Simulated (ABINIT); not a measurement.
# GaAs (F-43m) in ABINIT: a series of runs, part 2 of 2

ABINIT 10.8.3 (patched build). The steps go on from the part before.

## Step 3: Single point, PBE

run.abi

```
# Pseudopotentials
pp_dirpath "./"
pseudos "As.GGA_PBE-JTH.xml, Ga.GGA_PBE-JTH.xml"

# Structure
acell 3*1.0 Angstrom
rprim
     0.0000000000     2.8268500000     2.8268500000
     2.8268500000     0.0000000000     2.8268500000
     2.8268500000     2.8268500000     0.0000000000
ntypat 2
znucl 33 31
natom 2
typat 1 2
xred
     0.7500000000     0.7500000000     0.7500000000
     0.0000000000     0.0000000000     0.0000000000

# Plane-wave basis
ecut 17.0
pawecutdg 34.0

# k points
kptopt 1
ngkpt 10 10 10
nshiftk 1
shiftk 0.0 0.0 0.0

# Exchange and correlation
ixc 11

# Bands and occupations
nband 18
occopt 3
tsmear 0.00183747

# SCF cycle
nstep 100
tolvrs 1.0e-9

# Output
iomode 3
prtwf 0
prtden 0
prteig 0
prtebands 0
```

Potentials or basis: JTH PAW PBE v2.0.

On the command line:

```
abinit run.abi > log 2>&1
```

run.abo:

```text
.Version 10.8.3 of ABINIT
 Symmetries : space group F-4 3 m (#216); Bravais cF (face-center cubic)
================================================================================
 Values of the parameters that define the memory need of the present run
     intxc =       0    ionmov =       0      iscf =      17    lmnmax =      18
     lnmax =       6     mgfft =      30  mpssoang =       3    mqgrid =    3001
     natom =       2  nloc_mem =       2    nspden =       1   nspinor =       1
    nsppol =       1      nsym =      24    n1xccc =       1    ntypat =       2
    occopt =       3   xclevel =       2
       mpw =        1032          nfft =       27000          nkpt =          47
 PAW method is used; the additional fine FFT grid is defined by:
   mgfftf=        40    nfftf =     64000
================================================================================
================================================================================

--------------------------------------------------------------------------------
------------- Echo of variables that govern the present computation ------------
--------------------------------------------------------------------------------
 -outvars: echo values of preprocessed input variables --------
            acell      1.8897261259E+00  1.8897261259E+00  1.8897261259E+00 Bohr
              amu      7.49215900E+01  6.97230000E+01
             ecut      1.70000000E+01 Hartree
              ixc          11
         kptrlatt       10    0    0      0   10    0      0    0   10
          kptrlen      7.55468968E+01
            natom           2
            nband          18
            ngfft          30      30      30
          ngfftdg          40      40      40
             nkpt          47
            nstep         100
             nsym          24
           ntypat           2
           occopt           3
        pawecutdg      3.40000000E+01 Hartree
         pawxcdev           0
           prtden           0
        prtebands           0
           prteig           0
            prtwf           0
            rprim      0.0000000000E+00  2.8268500000E+00  2.8268500000E+00
                       2.8268500000E+00  0.0000000000E+00  2.8268500000E+00
                       2.8268500000E+00  2.8268500000E+00  0.0000000000E+00
          spgroup         216
           tolvrs      1.00000000E-09
[... 158 lines left out ...]
 Eigenvalues (hartree) for nkpt=  47  k points:
 kpt#   1, nband= 18, wtk=  0.00100, kpt=  0.0000  0.0000  0.0000 (reduced coord)
  -1.12966   -1.12966   -1.12966   -1.12936   -1.12936   -0.38169   -0.38169   -0.38169
  -0.37886   -0.37886   -0.30592    0.16180    0.16180    0.16180    0.18054    0.29920
   0.29920    0.29920
      occupation numbers for kpt#   1
   2.00000    2.00000    2.00000    2.00000    2.00000    2.00000    2.00000    2.00000
   2.00000    2.00000    2.00000    1.99399    1.99399    1.99399    0.02446    0.00000
   0.00000    0.00000
 prteigrs : prtvol=0 or 1, do not print more k-points.

--- !EnergyTerms
iteration_state     : {dtset: 1, }
comment             : Components of total free energy in Hartree
kinetic             :  8.86867948624102E+00
hartree             :  6.17582607419042E+01
xc                  : -3.76393409562644E+00
Ewald energy        : -9.91764168217229E+01
psp_core            :  4.32126657392941E+00
local_psp           : -1.63068397972911E+02
PAW spherical_terms : -1.91123411819667E+00
internal            : -1.92971776206383E+02
'-kT*entropy'       : -5.87584802715556E-07
total_energy        : -1.92971776793968E+02
total_energy_eV     : -5.25102955291389E+03
...

--- !EnergyTermsDC
iteration_state     : {dtset: 1, }
comment             : '"Double-counting" decomposition of free energy'
band_energy         : -1.53603328623138E+01
Ewald energy        : -9.91764168217229E+01
psp_core            :  4.32126657392941E+00
xc_dc               : -6.07035502954149E+01
PAW spherical_terms : -2.20527425180876E+01
internal            : -1.92971775923610E+02
'-kT*entropy'       : -5.87584802715556E-07
total_energy_dc     : -1.92971776511194E+02
total_energy_dc_eV  : -5.25102954521924E+03
...

--- !EnergyTermsWithPAWCore
iteration_state     : {dtset: 1, }
comment             : 'Components of total free energy, including PAW core contributions'
Total energy        : -4.20504625438316E+03
Total energy DC     : -4.20504625410039E+03
Total energy (eV)   : -1.14425137810236E+05
Total energy DC (eV): -1.14425137802541E+05
...

 Cartesian components of stress tensor (hartree/bohr^3)
  sigma(1 1)= -1.09731828E-04  sigma(3 2)=  0.00000000E+00
  sigma(2 2)= -1.09731828E-04  sigma(3 1)=  0.00000000E+00
  sigma(3 3)= -1.09731828E-04  sigma(2 1)=  0.00000000E+00

-Cartesian components of stress tensor (GPa)         [Pressure=  3.2284E+00 GPa]
- sigma(1 1)= -3.22842184E+00  sigma(3 2)=  0.00000000E+00
- sigma(2 2)= -3.22842184E+00  sigma(3 1)=  0.00000000E+00
- sigma(3 3)= -3.22842184E+00  sigma(2 1)=  0.00000000E+00

== END DATASET(S) ==============================================================
================================================================================

 -outvars: echo values of variables after computation  --------
            acell      1.8897261259E+00  1.8897261259E+00  1.8897261259E+00 Bohr
           etotal     -1.9297177651E+02
            fcart      3.9379258499E-30 -7.8758516998E-31 -2.3627555100E-30
                      -3.9379258499E-30  7.8758516998E-31  2.3627555100E-30
            rprim      0.0000000000E+00  2.8268500000E+00  2.8268500000E+00
                       2.8268500000E+00  0.0000000000E+00  2.8268500000E+00
                       2.8268500000E+00  2.8268500000E+00  0.0000000000E+00
           strten     -1.0973182794E-04 -1.0973182794E-04 -1.0973182794E-04
                       0.0000000000E+00  0.0000000000E+00  0.0000000000E+00
           xangst      4.2402750000E+00  4.2402750000E+00  4.2402750000E+00
                       0.0000000000E+00  0.0000000000E+00  0.0000000000E+00
             xred      7.5000000000E-01  7.5000000000E-01  7.5000000000E-01
                       0.0000000000E+00  0.0000000000E+00  0.0000000000E+00
 Calculation completed.
```

It took 27 s on 1 thread of Arm Neoverse V2, shared host; peak memory 0.11 GiB.

What came out:

```yaml
Free_energy: -5251.0295 eV
Pressure: 3.2 GPa
Band_gap_on_the_k_mesh: 0.51 eV, direct
Valence_electrons_inside_the_program's_atomic_spheres: As 12.73; Ga 11.08
```

Levels at points of the mesh, in eV from the valence-band top:
```tsv
k point	band 12	band 13	band 14	band 15	band 16	band 17
(0.00, 0.00, 0.00)	0.00	0.00	0.00	0.51	3.74	3.74
(0.50, 0.00, 0.00)	-6.63	-1.14	-1.14	1.00	4.64	4.64
(0.50, 0.50, 0.00)	-6.81	-2.67	-2.67	1.47	1.66	10.17
```

## Step 4: Comparison with measurements

Step 2. Measured gap of GaAs: 1.418 eV (direct; 300 K; “Evidence of valence band perturbations in GaAsN/GaAs(001): A combined variable-angle spectroscopic ellipsometry and modulated photoreflectance investigation”, 2008, arxiv:0805.2212). This calculation gives 0.50 eV (-0.91 eV). 3 values of this kind are on record (1.412 to 1.51 eV); this one was drawn at random among those near their median, those with a stated uncertainty first. Spin-orbit coupling on As, Ga is left out. The value is that of PBE, without temperature or zero-point motion. Semilocal functionals fall short of measured gaps as a rule.

Step 3. Measured gap of GaAs: 1.418 eV (direct; 300 K; “Evidence of valence band perturbations in GaAsN/GaAs(001): A combined variable-angle spectroscopic ellipsometry and modulated photoreflectance investigation”, 2008, arxiv:0805.2212). This calculation gives 0.51 eV (-0.91 eV). 3 values of this kind are on record (1.412 to 1.51 eV); this one was drawn at random among those near their median, those with a stated uncertainty first. Spin-orbit coupling on As, Ga is left out. The value is that of PBE on a finite k mesh, which can miss the band edges, without temperature or zero-point motion. Semilocal functionals fall short of measured gaps as a rule.
